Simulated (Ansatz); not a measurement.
## BeS (F-43m) as a strained film

```
Be S
1.0
     2.43422    2.43422    0.00000
    -2.43422    2.43422    0.00000
     0.00000    2.43422    2.43422
Be S
1 1
Direct
  0.00000 0.00000 0.00000
  0.75000 0.25000 0.50000
```

This cell was relaxed by PAW under r²SCAN. A film on a (001) substrate is mimicked by stretching x and y by ε∥; the length along z and the atoms then relax by PAW (default files of Ansatz 0.2.0, cutoff 500 eV, stress met within about 0.05 GPa). Stress and levels come from r²SCAN, PAW on Ansatz 0.2.0's default frozen-core files (fitted under PBE), scalar-relativistic; k mesh 8×8×8, fixed occupations, cutoff 500 eV. Conduction levels are in eV over the valence top, at fixed fractional wave vectors.

```
ε∥ (%)  ε⊥ (%)  σ∥ (GPa, tension positive)  X ⊥ z  X ∥ z  L (oblique)      Γ  2nd valence level at Γ     3rd
  -2.0   1.526                       -3.87  3.367  3.665        5.939  6.143                   0.000  -0.214
  -1.0   0.773                       -1.87  3.480  3.626        6.017  6.188                   0.000  -0.103
  -0.5   0.367                       -0.94  3.536  3.606        6.034  6.211                   0.000  -0.049
   0.0   0.000                       -0.01  3.589  3.589        6.033  6.234                   0.000   0.000
   0.5  -0.361                        0.89  3.595  3.527        5.973  6.200                  -0.046  -0.046
   1.0       ?                           ?      ?      ?            ?      ?                       ?       ?
   2.0  -1.575                        3.33  3.616  3.345        5.754  6.107                  -0.180  -0.180
```

The last two columns are counted from the highest valence level at Γ.

Problem. How does the film contract along z, and how stiff is it in the plane?

Solution. Quadratic fits through the 6 rows shown have slopes dε⊥/dε∥ = -0.773 and dσ∥/dε∥ = 180.0 GPa at zero strain. Elasticity asks −2C12/C11 = -0.775 and C11 + C12 − 2C12²/C11 = 179.2 GPa, from PAW constants C11 = 164.8, C12 = 63.9 GPa. At the level of the σ∥ column the films keep up to 0.05 GPa along z against the unstrained cell; this and the cubic term, which a quadratic fit over ±2 % leaves out, limit the agreement.

Problem. Which shear deformation potential b does the valence splitting give?

Solution. Without spin-orbit coupling the single level moves against the pair by 3b(ε⊥ − ε∥): -0.0489 eV at ε⊥ − ε∥ = 0.00867 and 0.0464 eV at -0.00861, so b = -1.84 eV.

Problem. And the uniaxial potential of the lowest valleys?

Solution. The valley along z moves against those in the plane by Ξu(ε⊥ − ε∥): from 0.0703 to -0.0679 eV between the two smallest strains, so Ξu = 8.00 eV.

Problem. Fill the row at ε∥ = 1.0 %.

Solution. The fits give ε⊥ = -0.776 % and σ∥ = 1.73 GPa. Computed: ε⊥ (%) = -0.776, σ∥ (GPa, tension positive) = 1.72, X ⊥ z = 3.600, X ∥ z = 3.462, L (oblique) = 5.905, Γ = 6.166, 2nd valence level at Γ = -0.094, 3rd = -0.094. The levels have a kink at zero strain, where another valence state takes the top, so one parabola doesn't fit them.

Problem. How fast does the least gap among these points move on each side of zero strain?

Solution. dE_g/dε∥ is 107 meV per % on the compressed side and -124 on the stretched side, so the gap falls either way. The lowest conduction level lies at X ⊥ z under the strongest compression and at X ∥ z under the strongest tension.

Keep in mind: frozen-core PAW files fitted under PBE, their cores solved anew for the functional of the run; semilocal gaps are low, and the spacing of valleys can be off by tenths of an eV; levels are read at fixed fractional k, so an edge that moves off these points is missed.
